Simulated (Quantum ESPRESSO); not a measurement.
Ge:

```xyz
2
Lattice="0.0000 2.8289 2.8289 2.8289 0.0000 2.8289 2.8289 2.8289 0.0000" Properties=species:S:1:pos:R:3 pbc="T T T"
Ge    4.2434    4.2434    4.2434
Ge    2.8289    2.8289    2.8289
```

Base run:

```yaml
Program: Quantum ESPRESSO 7.5
Functional: PBEsol
Potentials_or_basis: GBRV 1.5 PBEsol
Cutoff: 612 eV
Density_cutoff: 4898 eV
k_mesh: 8 × 8 × 8
Occupations: fermi-dirac, width 0.05 eV
Spin: no spin polarisation
```

Its results: band gap on the k mesh none (metal or under the smearing width); pressure 0.4 GPa.

**Question.** The run is repeated on the same cell with these changes: functional from PBEsol to LDA; potentials or basis from GBRV 1.5 PBEsol to GBRV 1.5 LDA. What comes out?

**Answer.** Band gap on the k mesh none (metal or under the smearing width); pressure -1.5 GPa.

Caveats: this crystal is a semiconductor, whose small gap the functional closes, so the metal is an error of the method.
